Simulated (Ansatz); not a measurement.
## Convergence of Li

```yaml
crystal:
  lattice:
    - [3.11100, 0.00000, 0.00000]
    - [-1.55550, 2.69421, 0.00000]
    - [0.00000, 0.00000, 5.09300]
  atoms:
    - { symbol: Li, position: [0.33333, 0.66667, 0.25000] }
    - { symbol: Li, position: [0.66667, 0.33333, 0.75000] }
```

Atom numbers follow the list: Li1, Li2.

The structure is an experimental refinement, used without relaxation.

Level of theory: Ansatz 0.2.0, DFT, PBE, all-electron LAPW, scalar-relativistic.

Numerical set-up: a Γ-centred 15×15×8 k mesh, Fermi–Dirac smearing of 0.03 eV, basis error target 0.25 meV/atom, no spin polarisation. One setting is then changed at a time.

| filling | energy at zero smearing less the base's (meV/atom) | P (GPa) | cutoff chosen (eV) |
| --- | --- | --- | --- |
| Fermi–Dirac 0.03 eV (base) | 0.0 | -0.68 | 81 |
| tetrahedron | -0.8 | – | 81 |
| Gaussian 0.2 eV | -0.2 | -0.67 | 81 |
| Fermi–Dirac 0.01 eV | 0.1 | -0.68 | 81 |
| Fermi–Dirac 0.15 eV | -0.8 | -0.64 | 81 |
| Fermi–Dirac 0.28 eV | ? | ? | 81 |

**Question.** What belongs in the row "Fermi–Dirac 0.28 eV", column "energy at zero smearing less the base's (meV/atom)"?

**Answer.** -2.9.

**Question.** Give the missing entry: row "Fermi–Dirac 0.28 eV", column "P (GPa)".

**Answer.** -0.52.
